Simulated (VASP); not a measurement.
Se:

```
CELL_PARAMETERS angstrom
4.36620 0.00000 0.00000
-2.18310 3.78124 0.00000
0.00000 0.00000 4.95360
ATOMIC_POSITIONS crystal
Se 0.77460 0.77460 0.00000
Se 0.00000 0.22540 0.66667
Se 0.22540 0.00000 0.33333
```

Base run:

| Quantity | Value |
| --- | --- |
| Program | VASP 6.6.1 |
| Functional | HSE03 |
| Potentials or basis | VASP PAW PBE potentials, release 64 (Se) |
| Cutoff | 520 eV |
| k mesh | 6 × 6 × 4 |
| Occupations | gaussian, width 0.02 eV |
| Spin | no spin polarisation |

Its results: band gap on the k mesh 1.60 eV, indirect (least direct gap 1.88 eV); pressure 0.7 GPa; largest force 0.127 eV/Å.

Task: The run is repeated on the same cell with these changes: functional from HSE03 to PBE0. What comes out?

Result: Band gap on the k mesh 2.43 eV, indirect (least direct gap 2.72 eV); pressure 0.4 GPa; largest force 0.218 eV/Å.

Caveats: the PAW data sets were made with another functional, which shifts forces and pressure a little.
